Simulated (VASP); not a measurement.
Crystal: AgCl.

```xyz
2
Lattice="0.0000 2.7350 2.7350 2.7350 0.0000 2.7350 2.7350 2.7350 0.0000" Properties=species:S:1:pos:R:3 pbc="T T T"
Ag    0.0000    0.0000    0.0000
Cl    2.7350    2.7350    2.7350
```

```yaml
Program: VASP 6.6.1
Task: relaxation of cell and atoms
Functional: PBE
Potentials_or_basis: VASP PAW PBE potentials, release 64 (Ag, Cl)
Cutoff: 600 eV
k_mesh: 8 × 8 × 8
Occupations: gaussian, width 0.02 eV
Spin: no spin polarisation
```

At the start: pressure 3.8 GPa; volume 20.46 Å³/atom.

Problem. Where does the relaxation end?

Solution. Over 3 steps the energy falls by 17.3 meV/atom and the volume is 22.03 Å³/atom (+7.7 %); space group Fm-3m (No. 225, to 0.05 Å).

Step by step:
```
step  energy change (eV)  largest force (eV/Å)  pressure (GPa)  volume (Å³)
   1              0.0000                0.0000            3.81        40.92
   2             -0.0344                0.0000            0.18        43.86
   3             -0.0345                0.0000            0.01        44.05
```

Final structure:
```
Ag Cl
1.0
     0.00000    2.80316    2.80316
     2.80316    0.00000    2.80316
     2.80316    2.80316    0.00000
Ag Cl
1 1
Cartesian
  0.0000 0.0000 0.0000
  2.8032 2.8032 2.8032
```
